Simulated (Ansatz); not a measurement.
**CdSe: strain and displacement**

```xyz
2
Lattice="0.0000 3.0703 3.0703 3.0703 0.0000 3.0703 3.0703 3.0703 0.0000" Properties=species:S:1:pos:R:3 pbc="T T T"
Cd    0.0000    0.0000    0.0000
Se    1.5351    1.5351    1.5351
```

Atoms are numbered in the order listed.

Structure from Materials Project entry mp-2691 (possibly hypothetical), not relaxed further.

All numbers below come from Ansatz 0.2.0, DFT, PBE, all-electron LAPW, scalar-relativistic.

Settings: a Γ-centred 8×8×8 k mesh, Fermi–Dirac smearing of 0.03 eV, basis error target 1 meV/atom, no spin polarisation.

The unchanged cell is at 1.30 GPa, so energy changes include a term −P ΔV where the volume moves.

Semilocal functionals give too small gaps.

x, y and z are the Cartesian axes of the cell as listed; fractional coordinates follow a strain, and an engineering shear is twice the off-diagonal strain component.

Question: One change gave: energy change +2 meV/atom; stress change (xx, yy, zz, yz, xz, xy) 0.22, 0.22, -0.58, 0.00, 0.00, 0.00 GPa, compression positive; gap on the k mesh 0.55 → 0.50 eV. Which change was it?
A. atom 1 (Cd) moved by (0.0500, 0.0000, 0.0000) Å
B. z strained by +3 % at fixed volume
C. equal xy, yz and zx engineering shear strains of -1 %
D. x and y strained by -2 %, z held
E. equal xy, yz and zx engineering shear strains of +1 %
F. equal xy, yz and zx engineering shear strains of -3 %
G. equal xy, yz and zx engineering shear strains of +3 %
H. equal xy, yz and zx engineering shear strains of +2 %
I. equal xy, yz and zx engineering shear strains of -2 %

Answer: B. For x and y strained by -2 %, z held: energy change +17 meV/atom; stress change (xx, yy, zz, yz, xz, xy) 2.34, 2.34, 2.04, 0.00, 0.00, 0.00 GPa, compression positive; gap on the k mesh 0.55 → 0.61 eV. For atom 1 (Cd) moved by (0.0500, 0.0000, 0.0000) Å: energy change +3 meV/atom; stress change (xx, yy, zz, yz, xz, xy) 0.01, 0.06, 0.06, 0.81, 0.00, 0.00 GPa, compression positive; change of the force on Cd1 (-0.225, 0.000, 0.000) eV/Å; gap on the k mesh 0.55 → 0.53 eV. For equal xy, yz and zx engineering shear strains of -3 %: energy change +11 meV/atom; stress change (xx, yy, zz, yz, xz, xy) 0.22, 0.22, 0.22, 1.38, 1.38, 1.38 GPa, compression positive; change of the force on Cd1 (-0.210, -0.210, -0.210) eV/Å; gap on the k mesh 0.55 → 0.52 eV. For equal xy, yz and zx engineering shear strains of -1 %: energy change +1 meV/atom; stress change (xx, yy, zz, yz, xz, xy) 0.02, 0.02, 0.02, 0.43, 0.43, 0.43 GPa, compression positive; change of the force on Cd1 (-0.062, -0.062, -0.062) eV/Å; gap on the k mesh 0.55 → 0.53 eV. For equal xy, yz and zx engineering shear strains of +2 %: energy change +4 meV/atom; stress change (xx, yy, zz, yz, xz, xy) 0.09, 0.09, 0.09, -0.80, -0.80, -0.80 GPa, compression positive; change of the force on Cd1 (0.105, 0.105, 0.105) eV/Å; gap on the k mesh 0.55 → 0.53 eV. For equal xy, yz and zx engineering shear strains of -2 %: energy change +5 meV/atom; stress change (xx, yy, zz, yz, xz, xy) 0.10, 0.10, 0.10, 0.89, 0.89, 0.89 GPa, compression positive; change of the force on Cd1 (-0.132, -0.132, -0.132) eV/Å; gap on the k mesh 0.55 → 0.52 eV. For equal xy, yz and zx engineering shear strains of +1 %: energy change +1 meV/atom; stress change (xx, yy, zz, yz, xz, xy) 0.02, 0.02, 0.02, -0.41, -0.41, -0.41 GPa, compression positive; change of the force on Cd1 (0.055, 0.055, 0.055) eV/Å; gap on the k mesh 0.55 → 0.54 eV. For equal xy, yz and zx engineering shear strains of +3 %: energy change +10 meV/atom; stress change (xx, yy, zz, yz, xz, xy) 0.20, 0.20, 0.20, -1.17, -1.17, -1.17 GPa, compression positive; change of the force on Cd1 (0.149, 0.149, 0.149) eV/Å; gap on the k mesh 0.55 → 0.52 eV.

Question: What force constant does this one finite step give for Cd1 along its displacement (all its periodic images move with it)?

Answer: k = −ΔF·u/|u|² = 4.50 eV/Å², so the force pulls the atom back.
